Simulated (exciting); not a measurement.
## Pd: single point with PBE

The system is Pd.

```xyz
1
Lattice="0.0000 1.9465 1.9465 1.9465 0.0000 1.9465 1.9465 1.9465 0.0000" Properties=species:S:1:pos:R:3 pbc="T T T"
Pd    0.0000    0.0000    0.0000
```

| Quantity | Value |
| --- | --- |
| Program | exciting (release sodium) |
| Task | single point |
| Functional | PBE |
| Potentials or basis | all-electron LAPW+lo, shipped species files, valence relativity iora* |
| rgkmax | 9 |
| k mesh | 12 × 12 × 12 |
| Occupations | gaussian, width 0.027 eV |
| Spin | no spin polarisation |
| outputlevel | normal |
| gmaxvr (cutoff of density and potential) | 14 1/bohr |
| lmaxapw (and lmaxmat) | 10 |
| lmaxvr | 8 |
| nempty | 12 |
| Valence relativity | iora* |
| epsengy | 1e-05 Ha |
| epspot | 1e-05 Ha |
| maxscl | 60 |
| Muffin-tin radii | Pd 2.3 bohr |

```json
{
  "Band gap on the k mesh": "none (metal or under the smearing width)",
  "All electrons inside the program's atomic spheres": "Pd 44.28 (radii Pd 2.3 bohr)"
}
```

Levels at points of the mesh, in eV from the Fermi level:
| k point | band 7 | band 8 | band 9 | band 10 | band 11 | band 12 |
| --- | --- | --- | --- | --- | --- | --- |
| (0.00, 0.00, 0.00) | -2.82 | -2.82 | -1.21 | -1.21 | 17.11 | 21.84 |
| (0.50, 0.00, 0.00) | -2.86 | 0.00 | 0.00 | 1.06 | 7.41 | 16.50 |
| (0.50, 0.50, 0.00) | -0.02 | 0.32 | 0.32 | 3.39 | 10.93 | 13.22 |

It took 26 s on 1 thread of Arm Neoverse V2 (shared host), peak memory 0.09 GiB.

Caveat: the log's total energy holds no entropy term; the free energy is that total less TS from the occupations.
